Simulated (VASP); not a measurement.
# Bi (Im-3m) in VASP: convergence with SIGMA

Aim: find how far SIGMA must go before the results for Bi settle, at r2SCAN. This setting moves, with any that are tied to it; all else stays.

Everything below comes from runs of VASP 6.6.1. Logs are shortened: lines on timing, memory, paths and dates and some standing lists are left out, and cuts for length are marked.

## Step 1: Starting point

Symmetry: Im-3m, No. 229, cubic system. Conventional cell: a = 3.963 Å, b = 3.963 Å, c = 3.963 Å, α = 90.00°, β = 90.00°, γ = 90.00°. Bi (site symmetry m-3m) is surrounded by 8 Bi at 3.43 Å.

This isn't the form of Bi at room conditions, which is rhombohedral.

## Step 2: With SIGMA 0.3 eV

The input, INCAR:

```
SYSTEM = Bi
ALGO = Normal
EDIFF = 1E-6
ENCUT = 600
ISIF = 2
ISMEAR = -1
LASPH = .TRUE.
LCHARG = .FALSE.
LMIXTAU = .TRUE.
LREAL = .FALSE.
LWAVE = .FALSE.
METAGGA = R2SCAN
NBANDS = 14
NELM = 60
PREC = Accurate
SIGMA = 0.3
```

The input, KPOINTS:

```
k-points
0
G
  9 9 9
  0 0 0
```

The input, POSCAR:

```
Bi
1.0
   -1.9814305318      1.9814305318      1.9814305318
    1.9814305318     -1.9814305318      1.9814305318
    1.9814305318      1.9814305318     -1.9814305318
Bi
1
Direct
    0.0000000000      0.0000000000      0.0000000000
```

Potentials or basis: VASP PAW PBE potentials, release 64 (Bi_d_GW).

Started as:

```console
> cat potpaw_PBE.64/Bi_d_GW/POTCAR > POTCAR
> mpirun -np 1 vasp_std > vasp.out
```

OUTCAR:

```text
SYSTEM = Bi
   EDIFF = 1E-6
   ENCUT = 600
   ISIF = 2
   ISMEAR = -1
   LASPH = .TRUE.
   LREAL = .FALSE.
   METAGGA = R2SCAN
   NELM = 60
   PREC = Accurate

 Found     35 irreducible k-points:

 Following reciprocal coordinates:
            Coordinates               Weight
  0.000000  0.000000  0.000000      1.000000
  0.111111  0.000000  0.000000     12.000000
  0.222222  0.000000  0.000000     12.000000
  0.333333  0.000000  0.000000     12.000000
  0.444444  0.000000  0.000000     12.000000
  0.111111  0.111111  0.000000     24.000000
   k-points           NKPTS =     35   k-points in BZ     NKDIM =     35   number of bands    NBANDS=     14
   number of dos      NEDOS =    301   number of ions     NIONS =      1
   total plane-waves  NPLWV =  21952
   dimension x,y,z NGX =    28 NGY =   28 NGZ =   28
   dimension x,y,z NGXF=    56 NGYF=   56 NGZF=   56
   ions per type =               1
   NGX,Y,Z   is equivalent  to a cutoff of  13.56, 13.56, 13.56 a.u.
   NGXF,Y,Z  is equivalent  to a cutoff of  27.13, 27.13, 27.13 a.u.
 SYSTEM =  Bi
   PREC   = accura    normal or accurate (medium, high low for compatibility)
   ISTART =      0    job   : 0-new  1-cont  2-samecut
   ICHARG =      2    charge: 1-file 2-atom 10-const
   ISPIN  =      1    spin polarized calculation?
   LNONCOLLINEAR =      F non collinear calculations
   LSORBIT =      F    spin-orbit coupling
   LASPH  =      T    aspherical Exc in radial PAW
   ENCUT  =  600.0 eV  44.10 Ry    6.64 a.u.   6.85  6.85  6.85*2*pi/ulx,y,z
   NELM   =     60;   NELMIN=  2; NELMDL= -5     # of ELM steps
   EDIFF  = 0.1E-05   stopping-criterion for ELM
   LREAL  =      F    real-space projection
   EDIFFG = 0.1E-04   stopping-criterion for IOM
   NSW    =      0    number of steps for IOM
   IBRION =     -1    ionic relax: 0-MD 1-quasi-New 2-CG
   NFREE  =      0    steps in history (QN), initial steepest desc. (CG)
   ISIF   =      2    stress and relaxation
   ISYM   =      2    0-nonsym 1-usesym 2-fastsym
   POTIM  = 0.5000    time-step for ionic-motion
   TEBEG  =    0.0;   TEEND  =   0.0 temperature during run
   PSTRESS=    0.0 pullay stress
   NELECT =      17.0000    total number of electrons
   NUPDOWN=      -1.0000    fix difference up-down
   EMIN   =  10.00;   EMAX   =-10.00  energy-range for DOS
   EFERMI =   0.00;   METHOD = LEGACY
   ISMEAR =    -1;   SIGMA  =   0.30  broadening in eV -4-tet -1-fermi 0-gaus
   EFERMI_NEDOS =   21; number of points for ismear=-14 and -15
   IALGO  =     38    algorithm
   IMIX   =      4    mixing-type and parameters
     AMIX     =   0.40;   BMIX     =  1.00
     AMIX_MAG =   1.60;   BMIX_MAG =  1.00
  volume/ion in A,a.u.               =      31.12       209.99
  Fermi-wavevector in a.u.,A,eV,Ry     =   1.338317  2.529052 24.369287  1.791092
  Thomas-Fermi vector in A             =   2.466797
   LORBIT       =      0    0 simple, 1 ext, 2 COOP (PROOUT), +10 PAW based schemes
   METAGGA = R2SCAN    functional components
   LHFCALC =     F    Hartree Fock is set to
   AEXX    =    0.0000 exact exchange contribution
   IVDW    =     0    specifies the selected vdW correction
   LEPSILON=     F    determine dielectric tensor
   LRPA    =     F    only Hartree local field effects (RPA)
 non-spin polarized calculation
  energy-cutoff  :      600.00
  volume of cell :       31.12
 maximum number of plane-waves:      1055
   NGX = 13   NGY = 13   NGZ = 13

 number of electron      16.9999993 magnetization

 Free energy of the ion-electron system (eV)
  ---------------------------------------------------
  ext. energy  EPLUGINS =         0.00000000
  ---------------------------------------------------
  free energy    TOTEN  =       -58.25389842 eV

  energy without entropy =      -58.07352052  energy(sigma->0) =      -58.16370947

 E-fermi :   4.0684     XC(G=0): -11.2039

 val. band max:        3.8069883188   @ k =  -0.4444   0.4444   0.2222
 cond. band min:       4.0953338682   @ k =   0.2222   0.0000   0.0000
 fundamental gap:      0.2883455493
 Fermi energy:         4.0684145573

 k-point     1 :       0.0000    0.0000    0.0000
  band No.  band energies     occupation
      1    -152.4819      2.00000
      2     -19.7246      2.00000
      3     -19.7246      2.00000
      4     -19.7246      2.00000
      5     -19.5821      2.00000
      6     -19.5821      2.00000
      7     -10.0714      2.00000
      8       9.3813      0.00000
      9       9.3813      0.00000
     10       9.3813      0.00000
     11      14.2031      0.00000
     12      15.2526      0.00000
     13      15.2526      0.00000
     14      15.2526      0.00000

 k-point     2 :       0.1111    0.0000    0.0000
  band No.  band energies     occupation
      1    -152.4818      2.00000
      2     -19.7297      2.00000
      3     -19.7159      2.00000
      4     -19.6978      2.00000
      5     -19.5879      2.00000
      6     -19.5832      2.00000
      7      -9.8340      2.00000
      8       7.3552      0.00003
      9       8.6951      0.00000
     10       9.1874      0.00000
     11      13.5363      0.00000
     12      14.1920      0.00000
     13      14.9981      0.00000
     14      15.6594      0.00000

 k-point     3 :       0.2222    0.0000    0.0000
  band No.  band energies     occupation
      1    -152.4818      2.00000
      2     -19.7426      2.00000
      3     -19.6984      2.00000
      4     -19.6293      2.00000
      5     -19.5991      2.00000
      6     -19.5862      2.00000
      7      -9.1384      2.00000
      8       4.0953      0.95516
      9       7.4002      0.00003
     10       8.6833      0.00000
     11      12.0496      0.00000
     12      13.1395      0.00000
     13      15.1568      0.00000
     14      16.7533      0.00000

 k-point     4 :       0.3333    0.0000    0.0000
  band No.  band energies     occupation
      1    -152.4818      2.00000
      2     -19.7572      2.00000
      3     -19.6918      2.00000
      4     -19.5998      2.00000
      5     -19.5895      2.00000
      6     -19.5500      2.00000
      7      -8.0738      2.00000
      8       1.1119      1.99990
      9       6.2919      0.00121
     10       8.1311      0.00000
     11      11.1217      0.00000
     12      12.4408      0.00000
     13      16.0088      0.00000
     14      17.5659      0.00000

 k-point     5 :       0.4444    0.0000    0.0000
  band No.  band energies     occupation
      1    -152.4818      2.00000
      2     -19.7667      2.00000
      3     -19.6968      2.00000
      4     -19.5919      2.00000
      5     -19.5917      2.00000
      6     -19.4975      2.00000
      7      -7.0193      2.00000
      8      -0.9412      2.00000
      9       5.6816      0.00920
     10       7.7928      0.00001
     11      10.6792      0.00000
     12      12.0950      0.00000
     13      17.0505      0.00000
     14      18.3721      0.00000

 k-point     6 :       0.1111    0.1111    0.0000
  band No.  band energies     occupation
      1    -152.4818      2.00000
      2     -19.7300      2.00000
      3     -19.7114      2.00000
      4     -19.6495      2.00000
      5     -19.5970      2.00000
      6     -19.5854      2.00000
      7      -9.3670      2.00000
      8       5.1766      0.04854
      9       7.4834      0.00002
     10       8.4724      0.00000
     11      13.2061      0.00000
     12      13.4723      0.00000
     13      15.2412      0.00000
     14      16.2636      0.00000

 [... further k-points ...]

------------------------ aborting loop because EDIFF is reached ----------------------------------------

  FORCE on cell =-STRESS in cart. coord.  units (eV):
  Direction    XX          YY          ZZ          XY          YZ          ZX
  --------------------------------------------------------------------------------------
  -------------------------------------------------------------------------------------
  Total        0.0697301      0.0697301      0.0697301      0.0000000     -0.0000000      0.0000000
  in kB        3.5903276      3.5903276      3.5903276      0.0000000     -0.0000000      0.0000000
  external PRESSURE =       3.5903276 kB  Pullay stress =       0.0000000 kB

 VOLUME and BASIS-vectors are now :
 -----------------------------------------------------------------------------
  energy-cutoff  :      600.00
  volume of cell :       31.12
      direct lattice vectors                 reciprocal lattice vectors
    -1.981430532  1.981430532  1.981430532     0.000000000  0.252342937  0.252342937
     1.981430532 -1.981430532  1.981430532     0.252342937  0.000000000  0.252342937
     1.981430532  1.981430532 -1.981430532     0.252342937  0.252342937  0.000000000

 POSITION                                       TOTAL-FORCE (eV/Angst)
 -----------------------------------------------------------------------------------
      0.00000      0.00000      0.00000         0.000000     -0.000000     -0.000000
 -----------------------------------------------------------------------------------
    total drift:                                0.000000     -0.000000     -0.000000

  FREE ENERGIE OF THE ION-ELECTRON SYSTEM (eV)
  ---------------------------------------------------
  free  energy   TOTEN  =       -58.2538984211 eV

  energy  without entropy=      -58.0735205231  energy(sigma->0) =      -58.16370947
```

Wall time 72 s (1 thread of Intel Xeon Platinum 8559C (Emerald Rapids), shared host); peak memory 0.18 GiB.

Results:

```
Free energy            : -58.2539 eV
Pressure               : 0.4 GPa
Band gap on the k mesh : none (metal or under the smearing width)
```

## Step 3: With SIGMA 0.2 eV

INCAR: that of step 2 with these lines changed.

```diff
@@ -15,2 +15,2 @@
 PREC = Accurate
-SIGMA = 0.3
+SIGMA = 0.2
```

KPOINTS is that of step 2.

POSCAR is that of step 2.

Potentials or basis: VASP PAW PBE potentials, release 64 (Bi_d_GW).

Started as:

```console
> cat potpaw_PBE.64/Bi_d_GW/POTCAR > POTCAR
> mpirun -np 1 vasp_std > vasp.out
```

Wall time 1.7 min (1 thread of Intel Xeon Platinum 8559C (Emerald Rapids), shared host); peak memory 0.18 GiB.

Results:

```
Free energy            : -58.2055 eV
Pressure               : 0.1 GPa
Band gap on the k mesh : none (metal or under the smearing width)
```

## Step 4: With SIGMA 0.15 eV

INCAR: that of step 3 with these lines changed.

```diff
@@ -15,2 +15,2 @@
 PREC = Accurate
-SIGMA = 0.2
+SIGMA = 0.15
```

KPOINTS is that of step 3.

POSCAR is that of step 3.

Started as:

```console
> cat potpaw_PBE.64/Bi_d_GW/POTCAR > POTCAR
> mpirun -np 1 vasp_std > vasp.out
```

Run time: 76 s. Hardware: 1 thread of Intel Xeon Platinum 8559C (Emerald Rapids), shared host; peak memory 0.19 GiB.

What came out:

```
Free energy            : -58.1901 eV
Pressure               : 0.0 GPa
Band gap on the k mesh : none (metal or under the smearing width)
```

## Step 5: With SIGMA 0.1 eV

INCAR: that of step 4 with these lines changed.

```diff
@@ -15,2 +15,2 @@
 PREC = Accurate
-SIGMA = 0.15
+SIGMA = 0.1
```

KPOINTS is that of step 4.

POSCAR is that of step 4.

Started as:

```console
> cat potpaw_PBE.64/Bi_d_GW/POTCAR > POTCAR
> mpirun -np 1 vasp_std > vasp.out
```

It took 92 s on 1 thread of Intel Xeon Platinum 8559C (Emerald Rapids), shared host; peak memory 0.18 GiB.

Results:

```yaml
Free_energy: -58.1805 eV
Pressure: 0.0 GPa
Band_gap_on_the_k_mesh: none (metal or under the smearing width)
```

## Step 6: With SIGMA 0.05 eV

INCAR: that of step 5 with these lines changed.

```diff
@@ -15,2 +15,2 @@
 PREC = Accurate
-SIGMA = 0.1
+SIGMA = 0.05
```

KPOINTS is that of step 5.

POSCAR is that of step 5.

Potentials or basis: VASP PAW PBE potentials, release 64 (Bi_d_GW).

Started as:

```console
> cat potpaw_PBE.64/Bi_d_GW/POTCAR > POTCAR
> mpirun -np 1 vasp_std > vasp.out
```

It took 99 s on 1 thread of Intel Xeon Platinum 8559C (Emerald Rapids), shared host; peak memory 0.19 GiB.

Results:

- Free energy: -58.1752 eV
- Pressure: 0.1 GPa
- Band gap on the k mesh: none (metal or under the smearing width)

## Step 7: With SIGMA 0.02 eV

INCAR: that of step 6 with these lines changed.

```diff
@@ -15,2 +15,2 @@
 PREC = Accurate
-SIGMA = 0.05
+SIGMA = 0.02
```

KPOINTS is that of step 6.

POSCAR is that of step 6.

Started as:

```console
> cat potpaw_PBE.64/Bi_d_GW/POTCAR > POTCAR
> mpirun -np 1 vasp_std > vasp.out
```

It took 87 s on 1 thread of Intel Xeon Platinum 8559C (Emerald Rapids), shared host; peak memory 0.18 GiB.

Results:

- Free energy: -58.1732 eV
- Pressure: 0.1 GPa
- Band gap on the k mesh: none (metal or under the smearing width)

## Step 8: With SIGMA 0.01 eV

INCAR: that of step 7 with these lines changed.

```diff
@@ -15,2 +15,2 @@
 PREC = Accurate
-SIGMA = 0.02
+SIGMA = 0.01
```

KPOINTS is that of step 7.

POSCAR is that of step 7.

Started as:

```console
> cat potpaw_PBE.64/Bi_d_GW/POTCAR > POTCAR
> mpirun -np 1 vasp_std > vasp.out
```

It took 95 s on 1 thread of Intel Xeon Platinum 8559C (Emerald Rapids), shared host; peak memory 0.18 GiB.

It converged, with:

| Property | Result |
| --- | --- |
| Free energy | -58.1727 eV |
| Pressure | 0.1 GPa |
| Band gap on the k mesh | none (metal or under the smearing width) |

## Step 9: Result

```
  SIGMA  energy less the tightest run, at zero smearing (meV/atom)  pressure (GPa)  SCF cycles  CPU time (s)  peak memory (GiB)
 0.3 eV                                                       8.82            0.36          18            64               0.18
 0.2 eV                                                       3.65            0.06          18            95               0.18
0.15 eV                                                       0.99           -0.01          18            70               0.19
 0.1 eV                                                      -0.78            0.00          19            86               0.18
0.05 eV                                                      -0.79            0.05          19            93               0.19
0.02 eV                                                      -0.16            0.06          19            82               0.18
0.01 eV                                                       0.00            0.05          19            88               0.18
```

Against the tightest run, the energy stays within 1 meV/atom from 0.15 eV on; the pressure stays within 0.1 GPa from 0.2 eV on. Narrower smearing needs a denser k mesh, so at a fixed mesh the narrowest width isn't the most accurate. The tightest run that finished is the yardstick and may itself not be fully converged.

Caveats: the PAW data sets were made with another functional, which shifts forces and pressure a little; spin-orbit coupling is left out, which moves the levels of the heavy elements.
